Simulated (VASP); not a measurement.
A run of VASP 6.6.1 is set up as follows.

Contents of INCAR:

```
SYSTEM = Sb
PREC     = Accurate       ! precision mode
ENCUT    = 520            ! plane-wave cutoff, eV
EDIFF    = 1E-6           ! SCF threshold, eV
ISMEAR   = -1             ! smearing method
SIGMA    = 0.05           ! smearing width, eV
LREAL    = .False.        ! projectors in reciprocal space
LASPH    = .True.         ! aspherical terms in the spheres
NELM     = 60             ! most SCF steps
ALGO     = Normal         ! electronic algorithm
ISIF     = 2              ! what is computed and relaxed
LWAVE    = .False.        ! write WAVECAR
LCHARG   = .False.        ! write CHGCAR
METAGGA  = TPSS           ! meta-GGA
LMIXTAU  = .True.
```

KPOINTS

```
Automatic mesh
0
Gamma
  10 10 10
  0 0 0
```

The input POSCAR:

```
Sb
1.0
   -1.8713408863      1.8713408863      1.8713408863
    1.8713408863     -1.8713408863      1.8713408863
    1.8713408863      1.8713408863     -1.8713408863
Sb
1
Direct
    0.0000000000      0.0000000000      0.0000000000
```

Contents of KPOINTS_OPT:

```
path GHNGPH,PN
15
line-mode
reciprocal
 0.0000000000  0.0000000000  0.0000000000  G
 0.5000000000 -0.5000000000  0.5000000000  H

 0.5000000000 -0.5000000000  0.5000000000  H
 0.0000000000  0.0000000000  0.5000000000  N

 0.0000000000  0.0000000000  0.5000000000  N
 0.0000000000  0.0000000000  0.0000000000  G

 0.0000000000  0.0000000000  0.0000000000  G
 0.2500000000  0.2500000000  0.2500000000  P

 0.2500000000  0.2500000000  0.2500000000  P
 0.5000000000 -0.5000000000  0.5000000000  H

 0.2500000000  0.2500000000  0.2500000000  P
 0.0000000000  0.0000000000  0.5000000000  N
```

Potentials or basis: VASP PAW PBE potentials, release 64 (Sb).

The run is started by

```console
$ cat potpaw_PBE.64/Sb/POTCAR > POTCAR
$ mpirun -np 1 vasp_std > vasp.out
```

Question: What does it give for the band gap along the path?

Answer: None (metal or under the smearing width).

Question: Predict the pressure.

Answer: 1.9 GPa.

Levels at the corners of the path, in eV from the Fermi level:
```csv
point,band 1,band 2,band 3,band 4,band 5,band 6
Γ,-13.13,5.75,5.75,5.75,10.89,10.89
H,-5.47,-2.05,-2.05,-2.05,2.89,2.89
H,-5.47,-2.05,-2.05,-2.05,2.89,2.89
N,-8.89,-5.80,1.78,3.82,6.57,7.07
N,-8.89,-5.80,1.78,3.82,6.57,7.07
Γ,-13.13,5.75,5.75,5.75,10.89,10.89
Γ,-13.13,5.75,5.75,5.75,10.89,10.89
P,-7.82,-2.89,-2.89,-2.89,15.34,15.34
P,-7.82,-2.89,-2.89,-2.89,15.34,15.34
H,-5.47,-2.05,-2.05,-2.05,2.89,2.89
P,-7.82,-2.89,-2.89,-2.89,15.34,15.34
N,-8.89,-5.80,1.78,3.82,6.57,7.07
```

Caveat: the PAW data sets were made with another functional, which shifts forces and pressure a little; spin-orbit coupling is left out, which moves the levels of the heavy elements.
